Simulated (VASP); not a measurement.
# GaP (F-43m) in VASP: a series of runs

The runs below take GaP through band structure, phonons, elastic constants, Born charges and dielectric tensor, with r2SCAN, TB-mBJ, LDA.

Everything below comes from runs of VASP 6.6.1. Logs are shortened: lines on timing, memory, paths and dates and some standing lists are left out, and cuts for length are marked.

**What was measured.**

“Stacking defects in GaP nanowires: Electronic structure and optical properties”, 2018, arxiv:1810.01194 quotes, for a bulk crystal of GaP at 10 K: band gap 2.34 eV (indirect).

How close the calculation comes is told below.

### 1 The crystal as given

Symmetry: F-43m, No. 216, cubic system. Conventional cell: a = 5.451 Å, b = 5.451 Å, c = 5.451 Å, α = 90.00°, β = 90.00°, γ = 90.00°. Around Ga (site symmetry -43m) lie 4 P at 2.36 Å. Around P (site symmetry -43m) lie 4 Ga at 2.36 Å.

### 2 Band structure, r2SCAN, spin-orbit coupling, no magnetisation

Contents of INCAR:

```
SYSTEM = GaP
  PREC = Accurate
  ENCUT = 520
  EDIFF = 1E-6
  ISMEAR = 0
  SIGMA = 0.02
  LREAL = .False.
  LASPH = .True.
  NELM = 60
  ALGO = Normal
  ISIF = 2
  LWAVE = .False.
  LCHARG = .False.
  MAGMOM = 0 0 0 0 0 0
  LORBIT = 11
  LSORBIT = .True.
  GGA_COMPAT = .False.
  METAGGA = R2SCAN
  LMIXTAU = .True.
  KPAR = 2
```

Contents of KPOINTS:

```
regular mesh
0
Gamma
  6 6 6
  0 0 0
```

Contents of POSCAR:

```
GaP
1.0
    0.0000000000      2.7252500000      2.7252500000
    2.7252500000      0.0000000000      2.7252500000
    2.7252500000      2.7252500000      0.0000000000
Ga P
1 1
Direct
    0.0000000000      0.0000000000      0.0000000000
    0.7500000000      0.7500000000      0.7500000000
```

Contents of KPOINTS_OPT:

```
path GXWKGLUWLK,UX
10
line-mode
reciprocal
 0.0000000000  0.0000000000  0.0000000000  G
 0.5000000000  0.0000000000  0.5000000000  X

 0.5000000000  0.0000000000  0.5000000000  X
 0.5000000000  0.2500000000  0.7500000000  W

 0.5000000000  0.2500000000  0.7500000000  W
 0.3750000000  0.3750000000  0.7500000000  K

 0.3750000000  0.3750000000  0.7500000000  K
 0.0000000000  0.0000000000  0.0000000000  G

 0.0000000000  0.0000000000  0.0000000000  G
 0.5000000000  0.5000000000  0.5000000000  L

 0.5000000000  0.5000000000  0.5000000000  L
 0.6250000000  0.2500000000  0.6250000000  U

 0.6250000000  0.2500000000  0.6250000000  U
 0.5000000000  0.2500000000  0.7500000000  W

 0.5000000000  0.2500000000  0.7500000000  W
 0.5000000000  0.5000000000  0.5000000000  L

 0.5000000000  0.5000000000  0.5000000000  L
 0.3750000000  0.3750000000  0.7500000000  K

 0.6250000000  0.2500000000  0.6250000000  U
 0.5000000000  0.0000000000  0.5000000000  X
```

Potentials or basis: VASP PAW PBE potentials, release 64 (Ga_d, P).

Launch:

```sh
$ cat potpaw_PBE.64/Ga_d/POTCAR potpaw_PBE.64/P/POTCAR > POTCAR
$ mpirun -np 2 vasp_ncl > vasp.out
```

OUTCAR:

```text
SYSTEM = GaP
   PREC = Accurate
   ENCUT = 520
   EDIFF = 1E-6
   ISMEAR = 0
   LREAL = .False.
   LASPH = .True.
   NELM = 60
   ISIF = 2
   LORBIT = 11
   LSORBIT = .True.
   METAGGA = R2SCAN

 ion  position               nearest neighbor table
   1  0.000  0.000  0.000-   2 2.36   2 2.36   2 2.36   2 2.36
   2  0.750  0.750  0.750-   1 2.36   1 2.36   1 2.36   1 2.36

  LATTYP: Found a face centered cubic cell.
 ALAT       =     5.4505000000

  Lattice vectors:

 A1 = (   0.0000000000,   2.7252500000,   2.7252500000)
 A2 = (   2.7252500000,   0.0000000000,   2.7252500000)
 A3 = (   2.7252500000,   2.7252500000,   0.0000000000)

Analysis of symmetry for initial positions (statically):
=====================================================================
 Subroutine PRICEL returns:
 Original cell was already a primitive cell.

 Routine SETGRP: Setting up the symmetry group for a
 face centered cubic supercell.

 Subroutine GETGRP returns: Found 24 space group operations
 (whereof 24 operations were pure point group operations)
 out of a pool of 48 trial point group operations.

The static configuration has the point symmetry T_d .

Analysis of symmetry for dynamics (positions and initial velocities):
=====================================================================
 Subroutine PRICEL returns:
 Original cell was already a primitive cell.

 Routine SETGRP: Setting up the symmetry group for a
 face centered cubic supercell.

 Subroutine GETGRP returns: Found 24 space group operations
 (whereof 24 operations were pure point group operations)
 out of a pool of 48 trial point group operations.

The dynamic configuration has the point symmetry T_d .

Analysis of structural, dynamic, and magnetic symmetry:
=====================================================================
 Subroutine PRICEL returns:
 Original cell was already a primitive cell.

 Routine SETGRP: Setting up the symmetry group for a
 face centered cubic supercell.

 Subroutine GETGRP returns: Found 24 space group operations
 (whereof 24 operations were pure point group operations)
 out of a pool of 48 trial point group operations.

The overall configuration has the point symmetry T_d .

 Subroutine INISYM returns: Found 24 space group operations
 (whereof 24 operations are pure point group operations),
 and found     1 'primitive' translations

----------------------------------------------------------------------------------------

                                     Primitive cell

  volume of cell :      40.4808

  direct lattice vectors                    reciprocal lattice vectors
     0.000000000  2.725250000  2.725250000    -0.183469406  0.183469406  0.183469406
     2.725250000  0.000000000  2.725250000     0.183469406 -0.183469406  0.183469406
     2.725250000  2.725250000  0.000000000     0.183469406  0.183469406 -0.183469406

  length of vectors
     3.854085511  3.854085511  3.854085511     0.317778334  0.317778334  0.317778334

  position of ions in fractional coordinates (direct lattice)
     0.000000000  0.000000000  0.000000000
     0.750000000  0.750000000  0.750000000

  ion indices of the primitive-cell ions
   primitive index   ion index
                 1           1
                 2           2

----------------------------------------------------------------------------------------

 KPOINTS: regular mesh

Automatic generation of k-mesh.
 Grid dimensions read from file:
 generate k-points for:    6    6    6

 Generating k-lattice:

  Cartesian coordinates                     Fractional coordinates (reciprocal lattice)
[... 73 lines left out ...]
   EFERMI_NEDOS =   21; number of points for ismear=-14 and -15
   IALGO  =     38    algorithm
   IMIX   =      4    mixing-type and parameters
     AMIX     =   0.40;   BMIX     =  1.00
     AMIX_MAG =   1.60;   BMIX_MAG =  1.00
  volume/ion in A,a.u.               =      20.24       136.59
  Fermi-wavevector in a.u.,A,eV,Ry     =   1.249538  2.361284 21.243377  1.561344
  Thomas-Fermi vector in A             =   2.383574
   LORBIT       =     11    0 simple, 1 ext, 2 COOP (PROOUT), +10 PAW based schemes
   METAGGA = R2SCAN    functional components
   LHFCALC =     F    Hartree Fock is set to
   AEXX    =    0.0000 exact exchange contribution
   IVDW    =     0    specifies the selected vdW correction
   LEPSILON=     F    determine dielectric tensor
   LRPA    =     F    only Hartree local field effects (RPA)
 Gauss-broadening in eV      SIGMA  =   0.02
  energy-cutoff  :      520.00
  volume of cell :       40.48
 maximum number of plane-waves:      2226
 NGX is ok and might be reduce to    30
   NGX = 15   NGY = 15   NGZ = 15

 number of electron      18.0000000 magnetization       0.0000000      0.0000000      0.0000000

 number of electron      17.9999989 magnetization       0.0000000      0.0000000     -0.0000000

 number of electron      17.9999989 magnetization      -0.0000000      0.0000000     -0.0000000

 Free energy of the ion-electron system (eV)
  ---------------------------------------------------
  ext. energy  EPLUGINS =         0.00000000
  ---------------------------------------------------
  free energy    TOTEN  =       -21.45676804 eV

  energy without entropy =      -21.45676804  energy(sigma->0) =      -21.45676804

 E-fermi :   4.5969     XC(G=0): -10.5473

 val. band max:        4.4923892532   @ k =   0.0000   0.0000   0.0000
 cond. band min:       6.3762886989   @ k =   0.5000   0.5000   0.0000
 fundamental gap:      1.8838994457
 Fermi energy:         4.5968745629

 k-point     1 :       0.0000    0.0000    0.0000
  band No.  band energies     occupation
      1     -10.7614      1.00000
      2     -10.7614      1.00000
      3     -10.7614      1.00000
      4     -10.7614      1.00000
      5     -10.3443      1.00000
      6     -10.3443      1.00000
[... 627 lines left out ...]
     25      12.5783      0.00000
     26      12.6103      0.00000

------------------------ aborting loop because EDIFF is reached ----------------------------------------

  FORCE on cell =-STRESS in cart. coord.  units (eV):
  Direction    XX          YY          ZZ          XY          YZ          ZX
  --------------------------------------------------------------------------------------
  -------------------------------------------------------------------------------------
  Total       -0.0229455     -0.0229455     -0.0229455      0.0000000      0.0000000      0.0000000
  in kB       -0.9081526     -0.9081526     -0.9081526      0.0000000      0.0000000      0.0000000
  external PRESSURE =      -0.9081526 kB  Pullay stress =       0.0000000 kB

 VOLUME and BASIS-vectors are now :
 -----------------------------------------------------------------------------
  energy-cutoff  :      520.00
  volume of cell :       40.48
      direct lattice vectors                 reciprocal lattice vectors
     0.000000000  2.725250000  2.725250000    -0.183469406  0.183469406  0.183469406
     2.725250000  0.000000000  2.725250000     0.183469406 -0.183469406  0.183469406
     2.725250000  2.725250000  0.000000000     0.183469406  0.183469406 -0.183469406

 POSITION                                       TOTAL-FORCE (eV/Angst)
 -----------------------------------------------------------------------------------
      0.00000      0.00000      0.00000        -0.000000      0.000000      0.000000
      4.08788      4.08788      4.08788         0.000000     -0.000000     -0.000000
 -----------------------------------------------------------------------------------
    total drift:                                0.000002      0.000002      0.000002

  FREE ENERGIE OF THE ION-ELECTRON SYSTEM (eV)
  ---------------------------------------------------
  free  energy   TOTEN  =       -21.4567680404 eV

  energy  without entropy=      -21.4567680404  energy(sigma->0) =      -21.45676804

 Spin-Orbit-Coupling matrix elements

 Ion:    1  E_soc:     -0.0112497
 l=   1
     0.0000000    -0.0010490    -0.0010490
    -0.0010490     0.0000000    -0.0010490
    -0.0010490    -0.0010490     0.0000000
 l=   2
     0.0000000    -0.0001685     0.0000000    -0.0001685    -0.0006574
    -0.0001685     0.0000000    -0.0004931    -0.0001685    -0.0001644
     0.0000000    -0.0004931     0.0000000    -0.0004931     0.0000000
    -0.0001685    -0.0001685    -0.0004931     0.0000000    -0.0001644
    -0.0006574    -0.0001644     0.0000000    -0.0001644     0.0000000
 l=   3
     0.0000000     0.0000000     0.0000000     0.0000000     0.0000000     0.0000000     0.0000000
     0.0000000     0.0000000     0.0000000     0.0000000     0.0000000     0.0000000     0.0000000
     0.0000000     0.0000000     0.0000000     0.0000000     0.0000000     0.0000000     0.0000000
     0.0000000     0.0000000     0.0000000     0.0000000     0.0000000     0.0000000     0.0000000
     0.0000000     0.0000000     0.0000000     0.0000000     0.0000000     0.0000000     0.0000000
     0.0000000     0.0000000     0.0000000     0.0000000     0.0000000     0.0000000     0.0000000
     0.0000000     0.0000000     0.0000000     0.0000000     0.0000000     0.0000000     0.0000000

 Ion:    2  E_soc:     -0.0008252
 l=   1
     0.0000000    -0.0001375    -0.0001375
    -0.0001375     0.0000000    -0.0001375
    -0.0001375    -0.0001375     0.0000000
 l=   2
     0.0000000     0.0000000     0.0000000     0.0000000     0.0000000
     0.0000000     0.0000000     0.0000000     0.0000000     0.0000000
     0.0000000     0.0000000     0.0000000     0.0000000     0.0000000
     0.0000000     0.0000000     0.0000000     0.0000000     0.0000000
     0.0000000     0.0000000     0.0000000     0.0000000     0.0000000
 l=   3
     0.0000000     0.0000000     0.0000000     0.0000000     0.0000000     0.0000000     0.0000000
     0.0000000     0.0000000     0.0000000     0.0000000     0.0000000     0.0000000     0.0000000
     0.0000000     0.0000000     0.0000000     0.0000000     0.0000000     0.0000000     0.0000000
     0.0000000     0.0000000     0.0000000     0.0000000     0.0000000     0.0000000     0.0000000
     0.0000000     0.0000000     0.0000000     0.0000000     0.0000000     0.0000000     0.0000000
     0.0000000     0.0000000     0.0000000     0.0000000     0.0000000     0.0000000     0.0000000
     0.0000000     0.0000000     0.0000000     0.0000000     0.0000000     0.0000000     0.0000000

 total charge

# of ion       s       p       d       tot
------------------------------------------
    1        0.829   0.848  10.018  11.695
    2        1.007   1.544   0.000   2.552
--------------------------------------------------
tot          1.836   2.393  10.018  14.247

 magnetization (x)

# of ion       s       p       d       tot
------------------------------------------
    1        0.000   0.000   0.000   0.000
    2        0.000   0.000   0.000   0.000
--------------------------------------------------
tot          0.000   0.000   0.000   0.000

 magnetization (y)

# of ion       s       p       d       tot
------------------------------------------
    1        0.000   0.000  -0.000   0.000
    2        0.000   0.000   0.000   0.000
--------------------------------------------------
tot          0.000   0.000  -0.000   0.000

 magnetization (z)

# of ion       s       p       d       tot
------------------------------------------
    1       -0.000   0.000   0.000   0.000
    2        0.000   0.000   0.000   0.000
--------------------------------------------------
tot         -0.000   0.000   0.000   0.000
```

It took 5.3 min on 2 MPI ranks of Intel Xeon 6975P-C (Granite Rapids), shared host; peak memory 0.34 GiB.

Results:

- Free energy: -21.4568 eV
- Pressure: -0.1 GPa
- Valence electrons inside the program's atomic spheres: Ga 11.70; P 2.55

Caveat: the PAW data sets were made with another functional, which shifts forces and pressure a little.

### 3 Band structure, TB-mBJ, spin-orbit coupling, no magnetisation

POSCAR is that of step 2.

Contents of INCAR.step1:

```
SYSTEM = GaP
  PREC = Accurate
  ENCUT = 520
  EDIFF = 1E-5
  ISMEAR = 0
  SIGMA = 0.02
  LREAL = .False.
  LASPH = .True.
  NELM = 60
  ALGO = Normal
  ISIF = 2
  LWAVE = .True.
  LCHARG = .False.
  MAGMOM = 0 0 0 0 0 0
  LORBIT = 11
  LSORBIT = .True.
  GGA_COMPAT = .False.
  GGA = PE
  KPAR = 2
```

Contents of INCAR.step2:

```
SYSTEM = GaP
  PREC = Accurate
  ENCUT = 520
  EDIFF = 1E-6
  ISMEAR = 0
  SIGMA = 0.02
  LREAL = .False.
  LASPH = .True.
  NELM = 60
  ALGO = Normal
  ISIF = 2
  LWAVE = .False.
  LCHARG = .False.
  MAGMOM = 0 0 0 0 0 0
  LORBIT = 11
  LSORBIT = .True.
  GGA_COMPAT = .False.
  METAGGA = MBJ
  ISTART = 1
  KPAR = 2
```

KPOINTS is that of step 2.

KPOINTS_OPT is that of step 2.

Potentials or basis: VASP PAW PBE potentials, release 64 (Ga_d, P).

Launch:

```sh
$ cat potpaw_PBE.64/Ga_d/POTCAR potpaw_PBE.64/P/POTCAR > POTCAR
$ cp INCAR.step1 INCAR
$ mpirun -np 2 vasp_ncl > vasp.out
$ cp INCAR.step2 INCAR
$ mpirun -np 2 vasp_ncl > vasp.out
```

OUTCAR:

```text
SYSTEM = GaP
   PREC = Accurate
   ENCUT = 520
   EDIFF = 1E-6
   ISMEAR = 0
   LREAL = .False.
   LASPH = .True.
   NELM = 60
   ISIF = 2
   LORBIT = 11
   LSORBIT = .True.
   METAGGA = MBJ
   ISTART = 1

 ion  position               nearest neighbor table
   1  0.000  0.000  0.000-   2 2.36   2 2.36   2 2.36   2 2.36
   2  0.750  0.750  0.750-   1 2.36   1 2.36   1 2.36   1 2.36

  LATTYP: Found a face centered cubic cell.
 ALAT       =     5.4505000000

  Lattice vectors:

 A1 = (   0.0000000000,   2.7252500000,   2.7252500000)
 A2 = (   2.7252500000,   0.0000000000,   2.7252500000)
 A3 = (   2.7252500000,   2.7252500000,   0.0000000000)
[... 902 lines left out ...]
     0.0000000     0.0000000     0.0000000     0.0000000     0.0000000
 l=   3
     0.0000000     0.0000000     0.0000000     0.0000000     0.0000000     0.0000000     0.0000000
     0.0000000     0.0000000     0.0000000     0.0000000     0.0000000     0.0000000     0.0000000
     0.0000000     0.0000000     0.0000000     0.0000000     0.0000000     0.0000000     0.0000000
     0.0000000     0.0000000     0.0000000     0.0000000     0.0000000     0.0000000     0.0000000
     0.0000000     0.0000000     0.0000000     0.0000000     0.0000000     0.0000000     0.0000000
     0.0000000     0.0000000     0.0000000     0.0000000     0.0000000     0.0000000     0.0000000
     0.0000000     0.0000000     0.0000000     0.0000000     0.0000000     0.0000000     0.0000000

 total charge

# of ion       s       p       d       tot
------------------------------------------
    1        0.741   0.711  10.023  11.475
    2        0.991   1.584   0.000   2.575
--------------------------------------------------
tot          1.732   2.296  10.023  14.051

 magnetization (x)

# of ion       s       p       d       tot
------------------------------------------
    1       -0.000  -0.000   0.000  -0.000
    2        0.000   0.000   0.000   0.000
--------------------------------------------------
tot         -0.000  -0.000   0.000  -0.000

 magnetization (y)

# of ion       s       p       d       tot
------------------------------------------
    1       -0.000   0.000   0.000  -0.000
    2        0.000   0.000   0.000   0.000
--------------------------------------------------
tot         -0.000   0.000   0.000  -0.000

 magnetization (z)

# of ion       s       p       d       tot
------------------------------------------
    1       -0.000  -0.000  -0.000  -0.000
    2       -0.000   0.000   0.000   0.000
--------------------------------------------------
tot         -0.000  -0.000  -0.000  -0.000
```

OUTCAR.step1:

```text
SYSTEM = GaP
   PREC = Accurate
   ENCUT = 520
   EDIFF = 1E-5
   ISMEAR = 0
   LREAL = .False.
   LASPH = .True.
   NELM = 60
   ISIF = 2
   LORBIT = 11
   LSORBIT = .True.
[... 942 lines left out ...]
tot         -0.000  -0.000   0.000  -0.000

 magnetization (y)

# of ion       s       p       d       tot
------------------------------------------
    1        0.000  -0.000   0.000  -0.000
    2        0.000  -0.000   0.000  -0.000
--------------------------------------------------
tot          0.000  -0.000   0.000  -0.000

 magnetization (z)

# of ion       s       p       d       tot
------------------------------------------
    1       -0.000  -0.000   0.000  -0.000
    2        0.000   0.000   0.000   0.000
--------------------------------------------------
tot         -0.000  -0.000   0.000  -0.000
```

OSZICAR.step1:

```text
N       E                     dE             d eps       ncg     rms          rms(c)
DAV:   1     0.119027986679E+03    0.11903E+03   -0.87125E+03  1220   0.205E+03
DAV:   2     0.480542537769E+01   -0.11422E+03   -0.10978E+03  1240   0.436E+02
DAV:   3    -0.890619801032E+01   -0.13712E+02   -0.13380E+02  1410   0.122E+02
DAV:   4    -0.936840933645E+01   -0.46221E+00   -0.46077E+00  1372   0.229E+01
DAV:   5    -0.938108997954E+01   -0.12681E-01   -0.12666E-01  1522   0.349E+00    0.428E+00
DAV:   6    -0.913217716575E+01    0.24891E+00   -0.40952E-01  1636   0.130E+01    0.262E+00
DAV:   7    -0.910771946613E+01    0.24458E-01   -0.18071E-01  1348   0.314E+00    0.121E+00
DAV:   8    -0.910871435499E+01   -0.99489E-03   -0.29672E-02  1398   0.320E+00    0.239E-01
DAV:   9    -0.910838821084E+01    0.32614E-03   -0.37327E-03  1496   0.148E+00    0.138E-01
DAV:  10    -0.910851915260E+01   -0.13094E-03   -0.60058E-04  1552   0.278E-01    0.351E-02
DAV:  11    -0.910860049665E+01   -0.81344E-04   -0.17426E-04  1344   0.217E-01    0.143E-02
DAV:  12    -0.910861474983E+01   -0.14253E-04   -0.39337E-05  1098   0.725E-02    0.821E-03
DAV:  13    -0.910861510473E+01   -0.35490E-06   -0.20993E-06   804   0.184E-02
   1 F= -.91086151E+01 E0= -.91086151E+01  d E =-.495537E-20  mag=     0.0000     0.0000     0.0000
```

Wall time 2.3 min (2 MPI ranks of Intel Xeon 6975P-C (Granite Rapids), shared host); peak memory 0.32 GiB.

What came out:

- Valence electrons inside the program's atomic spheres: Ga 11.47; P 2.58

Caveat: the PAW data sets were made with another functional, which shifts forces and pressure a little.

(Continued in part 2 of 3.)
